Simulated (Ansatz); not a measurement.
# Dielectric response of CaS (001) films, part 2 of 3

How well do thin rocksalt CaS (001) films screen a perpendicular field?

Ansatz 0.2.0; plane-wave DFT, PBEsol, Ansatz PAW.

So far. Step 10 (Relaxing the film, 10 atoms, units 5): The gap is 2.30 eV, with the valence edge 4.87 eV and the conduction edge 2.57 eV under the upper vacuum level. Step 11 (Single point on the relaxed film, 10 atoms, units 5): The gap is 2.30 eV, with the valence edge 4.87 eV and the conduction edge 2.57 eV under the upper vacuum level.

### Step 12. Single point, 10 atoms, units 5, field 0.1 V/Å

Input file input.yaml:

```yaml
crystal:
  lattice:
    - [4.02343758, 0.0, 0.0]
    - [0.0, 4.02343758, 0.0]
    - [0.0, 0.0, 29.38]
  atoms:
    - { symbol: Ca, position: [0.5, 0.5, 0.31139436] }
    - { symbol: S, position: [0.0, 0.0, 0.3080707952] }
    - { symbol: Ca, position: [0.0, 0.0, 0.4039529629] }
    - { symbol: S, position: [0.5, 0.5, 0.404767117] }
    - { symbol: Ca, position: [0.5, 0.5, 0.5000000025] }
    - { symbol: S, position: [0.0, 0.0, 0.5000000003] }
    - { symbol: Ca, position: [0.0, 0.0, 0.5960470402] }
    - { symbol: S, position: [0.5, 0.5, 0.5952328799] }
    - { symbol: Ca, position: [0.5, 0.5, 0.6886056405] }
    - { symbol: S, position: [0.0, 0.0, 0.6919292015] }
kpoints:
  mp_grid: { grid: [8, 8, 1] }
hamiltonian:
  xc: pbesol
scf:
  occupations: { method: fixed }
  convergence: { dr2_threshold: 1.0e-10 }
efield:
  axis: 3
  dipole_correction: true
  ramp_position: 0.97
  ramp_width: 0.06
  amplitude: 0.1
output:
  write_potential: true
  write_density: true
  volumetric_format: npy
```

Started as:

```bash
$ ansatz run input.yaml --threads 4 --pin off --max-ram 12288MiB --backend cpu --events-out ev --progress --plain --runs-dir out
```

It took 15 s on 4 threads of Arm Neoverse V1, shared host; peak memory 0.96 GiB.

The dipole is 0.106 e·Å, and the gap on the mesh 2.238 eV.

### Step 13. Single point, 10 atoms, units 5, field -0.1 V/Å

input.yaml: that of step 12 with these lines changed.

```diff
@@ -28,3 +28,3 @@
   ramp_width: 0.06
-  amplitude: 0.1
+  amplitude: -0.1
 output:
```

Wall time 15 s (4 threads); peak memory 0.96 GiB.

The dipole is -0.106 e·Å, and the gap on the mesh 2.238 eV.

### Step 14. Response with the atoms held, 10 atoms, units 5

This step: plane-wave DFT, PBEsol, Ansatz PAW; response to a field along the normal, atoms held (Ansatz 0.2.0).

Local field over the applied field, running mean. From the potentials at -0.1 and 0.1 V/Å; running mean over 2.845 Å, taken twice. The local field over applied field by z:

```
z (Å)  local field over applied field
    5                           0.974
    6                           0.887
    7                           0.698
    8                           0.453
    9                           0.265
   10                           0.186
   11                           0.182
   12                           0.189
   13                           0.193
   14                           0.193
   15                           0.192
   16                           0.193
   17                           0.192
   18                           0.185
   19                           0.180
   20                           0.222
   21                           0.369
   22                           0.605
   23                           0.826
   24                           0.951
   25                           0.991
```

The induced dipole is that of a conductor 11.88 Å thick.

### Step 15. Relaxing in the field, 10 atoms, units 5, field 0.05 V/Å

This step: plane-wave DFT, PBEsol, Ansatz PAW (Ansatz 0.2.0).

The same pair of relaxations in the field for this thickness.

input.yaml: that of step 13 with these lines changed.

```diff
@@ -28,3 +28,6 @@
   ramp_width: 0.06
-  amplitude: -0.1
+  amplitude: 0.05
+relax:
+  f_tol: 0.0006
+  max_steps: 70
 output:
```

Wall time 35 s (4 threads); peak memory 0.88 GiB; 2.3 min of CPU time.

Hardly anything moved in the relaxation; the energy changed by under 0.2 meV an atom.

The relaxation took 4 steps and lowered the energy by 2.0e-4 eV; the largest force on the free atoms ends at 2.3e-4 eV/Å.

The dipole is 0.0610 e·Å, and the gap on the mesh 2.294 eV.

### Step 16. Field on, atoms free, 10 atoms, units 5, field -0.05 V/Å

input.yaml: that of step 15 with these lines changed.

```diff
@@ -28,3 +28,3 @@
   ramp_width: 0.06
-  amplitude: 0.05
+  amplitude: -0.05
 relax:
```

Wall time 33 s (4 threads); peak memory 0.89 GiB; 2.2 min of CPU time.

No atom moved by 0.005 Å in the relaxation.

The relaxation took 4 steps and lowered the energy by 2.0e-4 eV; the largest force on the free atoms ends at 2.3e-4 eV/Å.

The dipole is -0.0610 e·Å, and the gap on the mesh 2.294 eV.

### Step 17. Response with the atoms relaxed, 10 atoms, units 5

This step: plane-wave DFT, PBEsol, Ansatz PAW; response to a field along the normal, atoms relaxed (Ansatz 0.2.0).

Local field over the applied field, running mean. From the potentials at -0.05 and 0.05 V/Å; running mean over 2.845 Å, taken twice. Local field over applied field against z:

z (Å), local field over applied field and a bar:
```
      4.5      0.989 ##############################
      5.0      0.972 #############################
      5.5      0.929 ############################
      6.0      0.864 ##########################
      6.5      0.772 #######################
      7.0      0.648 ###################
      7.5      0.497 ##############
      8.0      0.350 ##########
      8.5      0.242 ######
      9.0      0.141 ###
      9.5      0.071 #
     10.0      0.041 
     10.5      0.052 
     11.0      0.067 #
     11.5      0.070 #
     12.0      0.087 #
     12.5      0.102 ##
     13.0      0.104 ##
     13.5      0.094 ##
     14.0      0.088 #
     14.5      0.086 #
     15.0      0.087 #
     15.5      0.088 #
     16.0      0.096 ##
     16.5      0.106 ##
     17.0      0.098 ##
     17.5      0.083 #
     18.0      0.068 #
     18.5      0.065 #
     19.0      0.048 
     19.5      0.043 
     20.0      0.085 #
     20.5      0.165 ####
     21.0      0.264 #######
     21.5      0.383 ###########
     22.0      0.534 ################
     22.5      0.680 ####################
     23.0      0.798 ########################
     23.5      0.880 ##########################
     24.0      0.943 ############################
     24.5      0.978 ##############################
     25.0      0.992 ##############################
```

The induced dipole is that of a conductor 13.63 Å thick.

### Step 18. Relaxing the film, 16 atoms, units 8

This step: plane-wave DFT, PBEsol, Ansatz PAW (Ansatz 0.2.0).

System of this step: CaS (001), 8 units. The cell holds 16 atoms: 8 Ca and 8 S. Cell: a = 4.023 Å, b = 4.023 Å, c = 37.915 Å, α = 90.0°, β = 90.0°, γ = 90.0°. It derives from CaS (rocksalt CaS). Vacuum lies along c.

Input file input.yaml:

```yaml
crystal:
  lattice:
    - [4.02343758, 0.0, 0.0]
    - [0.0, 4.02343758, 0.0]
    - [0.0, 0.0, 37.915]
  atoms:
    - { symbol: Ca, position: [0.5, 0.5, 0.2373730713] }
    - { symbol: S, position: [0.0, 0.0, 0.2373730713] }
    - { symbol: Ca, position: [0.0, 0.0, 0.3124093367] }
    - { symbol: S, position: [0.5, 0.5, 0.3124093367] }
    - { symbol: Ca, position: [0.5, 0.5, 0.387445602] }
    - { symbol: S, position: [0.0, 0.0, 0.387445602] }
    - { symbol: Ca, position: [0.0, 0.0, 0.4624818673] }
    - { symbol: S, position: [0.5, 0.5, 0.4624818673] }
    - { symbol: Ca, position: [0.5, 0.5, 0.5375181327] }
    - { symbol: S, position: [0.0, 0.0, 0.5375181327] }
    - { symbol: Ca, position: [0.0, 0.0, 0.612554398] }
    - { symbol: S, position: [0.5, 0.5, 0.612554398] }
    - { symbol: Ca, position: [0.5, 0.5, 0.6875906633] }
    - { symbol: S, position: [0.0, 0.0, 0.6875906633] }
    - { symbol: Ca, position: [0.0, 0.0, 0.7626269287] }
    - { symbol: S, position: [0.5, 0.5, 0.7626269287] }
kpoints:
  mp_grid: { grid: [8, 8, 1] }
hamiltonian:
  xc: pbesol
scf:
  occupations: { method: fixed }
  convergence: { dr2_threshold: 1.0e-09 }
efield:
  axis: 3
  dipole_correction: true
  ramp_position: 0.97
  ramp_width: 0.06
relax:
  f_tol: 0.003
  max_steps: 100
output:
  write_potential: true
  write_density: true
  volumetric_format: npy
```

It took 83 s on 4 threads; peak memory 1.4 GiB.

Relaxation path:

```
step  energy less that of the first step (eV)  largest force component (eV/Å)
   1                                   0.0000                          0.4889
   2                                  -0.0046                          0.4564
   3                                  -0.0710                          0.0228
   4                                  -0.0714                          0.0026
```

The run keeps the 8 symmetry operations that it works with, so distortions that break them were not tested.

The atoms that moved most (Å):

```
atom     dx     dy      dz  length
Ca15  0.000  0.000  -0.206   0.206
 Ca1  0.000  0.000   0.206   0.206
  S2  0.000  0.000   0.107   0.107
 S16  0.000  0.000  -0.107   0.107
  S4  0.000  0.000   0.105   0.105
 S14  0.000  0.000  -0.105   0.105
Ca13  0.000  0.000  -0.078   0.078
 Ca3  0.000  0.000   0.078   0.078
```

The relaxed structure:

```cif
data_structure
_symmetry_space_group_name_H-M 'P 1'
_symmetry_Int_Tables_number 1
_cell_length_a 4.0234
_cell_length_b 4.0234
_cell_length_c 37.9150
_cell_angle_alpha 90.000
_cell_angle_beta 90.000
_cell_angle_gamma 90.000
_cell_volume 613.77
loop_
_atom_site_label
_atom_site_type_symbol
_atom_site_fract_x
_atom_site_fract_y
_atom_site_fract_z
_atom_site_occupancy
Ca1 Ca 0.50000 0.50000 0.24280 1
S2 S 0.00000 0.00000 0.24020 1
Ca3 Ca 0.00000 0.00000 0.31448 1
S4 S 0.50000 0.50000 0.31517 1
Ca5 Ca 0.50000 0.50000 0.38905 1
S6 S 0.00000 0.00000 0.38885 1
Ca7 Ca 0.00000 0.00000 0.46294 1
S8 S 0.50000 0.50000 0.46302 1
Ca9 Ca 0.50000 0.50000 0.53706 1
S10 S 0.00000 0.00000 0.53698 1
Ca11 Ca 0.00000 0.00000 0.61095 1
S12 S 0.50000 0.50000 0.61115 1
Ca13 Ca 0.50000 0.50000 0.68552 1
S14 S 0.00000 0.00000 0.68483 1
Ca15 Ca 0.00000 0.00000 0.75720 1
S16 S 0.50000 0.50000 0.75980 1
```

Running mean over 2.845 Å of the planar mean; the ramp of the sawtooth is left out. Table of electron's electrostatic potential energy less the highest filled level by z:

z (Å), electron's electrostatic potential energy less the highest filled level (eV) and a bar from the least value:
```
        4       4.87 ##############################
        5       4.87 ##############################
        6       4.82 ##############################
        7       4.09 ###########################
        8      -0.33 ##########
        9      -2.55 ##
       10      -2.85 
       11      -2.94 
       12      -2.70 #
       13      -2.81 #
       14      -2.74 #
       15      -2.68 #
       16      -2.87 
       17      -2.73 #
       18      -2.71 #
       19      -2.86 
       20      -2.70 #
       21      -2.74 #
       22      -2.86 
       23      -2.68 #
       24      -2.76 #
       25      -2.80 #
       26      -2.71 #
       27      -2.98 
       28      -2.81 #
       29      -2.51 ##
       30       0.11 ############
       31       4.26 ############################
       32       4.83 ##############################
       33       4.87 ##############################
       34       4.87 ##############################
```

The relaxation took 4 steps and lowered the energy by 0.071 eV; the largest force on the free atoms ends at 0.0026 eV/Å.

The gap is 2.25 eV, with the valence edge 4.87 eV and the conduction edge 2.63 eV under the upper vacuum level.

### Step 19. The series together

Times are for 4 threads of Arm Neoverse V1, shared host. The runs compared:

```
no.  units  gap by band count (eV)  ionisation energy, upper face (eV)  electron affinity, upper face (eV)  time  memory (GiB)
  1      3                   2.400                               4.854                               2.454  18 s          0.65
  2      5                   2.298                               4.872                               2.575  33 s          0.90
  3      8                   2.246                               4.872                               2.626  83 s           1.4
```

The valence density, planar mean (3) oscillates, so the rows of the table below give means over windows of 1 Å about each position, cut where the curve ends. Its maxima inside the range that stand out by 2 % of the span (Å: e/Å³): 9.0: 0.749, 11.8: 0.755, 14.7: 0.749. Its minima: 10.5: 0.0842, 13.2: 0.0842.

The runs together. The valence density, planar mean by z; means over each step:

```
z (Å)  3 (e/Å³)  5 (e/Å³)  8 (e/Å³)
    5    4.7e-5    4.2e-5    3.6e-5
    6    6.2e-4    5.7e-4    4.8e-4
    7   0.00873   0.00806   0.00681
    8     0.136     0.124     0.105
    9     0.634     0.622     0.610
   10     0.213     0.234     0.261
   11     0.252     0.239     0.211
   12     0.618     0.621     0.635
   13     0.138     0.147     0.160
   14     0.388     0.338     0.302
   15     0.514     0.558     0.587
   16    0.0577     0.114     0.120
   17   0.00384     0.450     0.421
   18    2.8e-4     0.458     0.486
   19    2.1e-5     0.119     0.110
   20    1.6e-6     0.584     0.533
   21         0     0.301     0.369
   22         0    0.0222     0.132
   23         0   0.00152     0.617
```

### Step 20. The relaxed film, single point, 16 atoms, units 8

Input file input.yaml:

```yaml
crystal:
  lattice:
    - [4.02343758, 0.0, 0.0]
    - [0.0, 4.02343758, 0.0]
    - [0.0, 0.0, 37.915]
  atoms:
    - { symbol: Ca, position: [0.5, 0.5, 0.2427979608] }
    - { symbol: S, position: [0.0, 0.0, 0.2402024035] }
    - { symbol: Ca, position: [0.0, 0.0, 0.3144755893] }
    - { symbol: S, position: [0.5, 0.5, 0.3151695306] }
    - { symbol: Ca, position: [0.5, 0.5, 0.3890541065] }
    - { symbol: S, position: [0.0, 0.0, 0.3888452433] }
    - { symbol: Ca, position: [0.0, 0.0, 0.4629365058] }
    - { symbol: S, position: [0.5, 0.5, 0.4630176051] }
    - { symbol: Ca, position: [0.5, 0.5, 0.5370634932] }
    - { symbol: S, position: [0.0, 0.0, 0.5369823953] }
    - { symbol: Ca, position: [0.0, 0.0, 0.6109458922] }
    - { symbol: S, position: [0.5, 0.5, 0.611154757] }
    - { symbol: Ca, position: [0.5, 0.5, 0.6855244106] }
    - { symbol: S, position: [0.0, 0.0, 0.6848304698] }
    - { symbol: Ca, position: [0.0, 0.0, 0.7572020392] }
    - { symbol: S, position: [0.5, 0.5, 0.7597975979] }
kpoints:
  mp_grid: { grid: [8, 8, 1] }
hamiltonian:
  xc: pbesol
scf:
  occupations: { method: fixed }
  convergence: { dr2_threshold: 1.0e-09 }
efield:
  axis: 3
  dipole_correction: true
  ramp_position: 0.97
  ramp_width: 0.06
output:
  eigenvalues: true
  dos: { projected: true, e_range: [-7, 7] }
  write_potential: true
  write_density: true
  volumetric_format: npy
checkpoint:
  write: end8.run
  compress: false
  write_wavefunctions: false
```

Elapsed: 34 s, on 4 threads; peak memory 1.6 GiB; 2.2 min of CPU time.

Running mean over 2.845 Å of the planar mean; the ramp of the sawtooth is left out. The electron's electrostatic potential energy less the highest filled level by z:

```
z (Å)  electron's electrostatic potential energy less the highest filled level (eV)
    4                                                                          4.87
    5                                                                          4.87
    6                                                                          4.82
    7                                                                          4.09
    8                                                                        -0.331
    9                                                                         -2.55
   10                                                                         -2.85
   11                                                                         -2.94
   12                                                                         -2.70
   13                                                                         -2.81
   14                                                                         -2.74
   15                                                                         -2.68
   16                                                                         -2.87
   17                                                                         -2.73
   18                                                                         -2.71
   19                                                                         -2.86
   20                                                                         -2.70
   21                                                                         -2.74
   22                                                                         -2.86
   23                                                                         -2.68
   24                                                                         -2.76
   25                                                                         -2.80
   26                                                                         -2.71
   27                                                                         -2.98
   28                                                                         -2.81
   29                                                                         -2.51
   30                                                                         0.107
   31                                                                          4.26
   32                                                                          4.83
   33                                                                          4.87
   34                                                                          4.87
```

The gap is 2.25 eV, with the valence edge 4.87 eV and the conduction edge 2.63 eV under the upper vacuum level.

### Step 21. Atoms held, 16 atoms, units 8, field 0.1 V/Å

input.yaml: that of step 20 with these lines changed.

```diff
@@ -28,3 +28,3 @@
   occupations: { method: fixed }
-  convergence: { dr2_threshold: 1.0e-09 }
+  convergence: { dr2_threshold: 1.0e-10 }
 efield:
@@ -34,5 +34,4 @@
   ramp_width: 0.06
+  amplitude: 0.1
 output:
-  eigenvalues: true
-  dos: { projected: true, e_range: [-7, 7] }
   write_potential: true
@@ -40,5 +39 @@
   volumetric_format: npy
-checkpoint:
-  write: end8.run
-  compress: false
-  write_wavefunctions: false
```

The job ended after 37 s (4 threads; peak memory 1.6 GiB).

The dipole is 0.167 e·Å, and the gap on the mesh 2.069 eV.

### Step 22. Single point, 16 atoms, units 8, field -0.1 V/Å

input.yaml: that of step 21 with these lines changed.

```diff
@@ -34,3 +34,3 @@
   ramp_width: 0.06
-  amplitude: 0.1
+  amplitude: -0.1
 output:
```

Elapsed: 38 s, on 4 threads; peak memory 1.6 GiB.

The dipole is -0.167 e·Å, and the gap on the mesh 2.069 eV.

### Step 23. Response with the atoms held, 16 atoms, units 8

This step: plane-wave DFT, PBEsol, Ansatz PAW; response to a field along the normal, atoms held (Ansatz 0.2.0).

Local field over the applied field, running mean. From the potentials at -0.1 and 0.1 V/Å; running mean over 2.845 Å, taken twice. Table of local field over applied field by z:

z (Å), local field over applied field and a bar from the least value:
```
        5      0.976 ##############################
        6      0.894 ###########################
        7      0.711 ####################
        8      0.466 ###########
        9      0.273 ###
       10      0.188 
       11      0.181 
       12      0.189 
       13      0.194 
       14      0.193 
       15      0.192 
       16      0.192 
       17      0.192 
       18      0.193 
       19      0.193 
       20      0.193 
       21      0.192 
       22      0.192 
       23      0.192 
       24      0.193 
       25      0.193 
       26      0.188 
       27      0.181 
       28      0.191 
       29      0.285 ####
       30      0.487 ###########
       31      0.730 #####################
       32      0.905 ###########################
       33      0.979 ##############################
```

The induced dipole is that of a conductor 18.68 Å thick.

### Step 24. Relaxing in the field, 16 atoms, units 8, field 0.05 V/Å

This step: plane-wave DFT, PBEsol, Ansatz PAW (Ansatz 0.2.0).

input.yaml: that of step 22 with these lines changed.

```diff
@@ -34,3 +34,6 @@
   ramp_width: 0.06
-  amplitude: -0.1
+  amplitude: 0.05
+relax:
+  f_tol: 0.0006
+  max_steps: 70
 output:
```

Wall time 82 s (4 threads); peak memory 1.4 GiB; 5.4 min of CPU time.

The relaxation took 4 steps and lowered the energy by 2.9e-4 eV; the largest force on the free atoms ends at 3.0e-4 eV/Å.

The dipole is 0.0953 e·Å, and the gap on the mesh 2.228 eV.

### Step 25. Field on, atoms free, 16 atoms, units 8, field -0.05 V/Å

input.yaml: that of step 24 with these lines changed.

```diff
@@ -34,3 +34,3 @@
   ramp_width: 0.06
-  amplitude: 0.05
+  amplitude: -0.05
 relax:
```

The job ended after 81 s (4 threads; peak memory 1.4 GiB; 5.3 min of CPU time).

The relaxation took 4 steps and lowered the energy by 2.9e-4 eV; the largest force on the free atoms ends at 3.7e-4 eV/Å.

The dipole is -0.0953 e·Å, and the gap on the mesh 2.228 eV.

(Continued in part 3 of 3.)

[Logs are printed without paths, hosts, clocks, repeated set-up lines and the standing remarks that a program may print on its own settings, such as how far it seeks lower states.]

[Hosts, paths, dates, database ids (printed as entryN), source tags and the programs' standing remarks are cut or masked in the printed files.]

[Maps of the electrostatic potential energy from Ansatz leave out the sawtooth potential of an applied field or a dipole correction, so their vacuum need not be flat; planar profiles and work functions include it.]
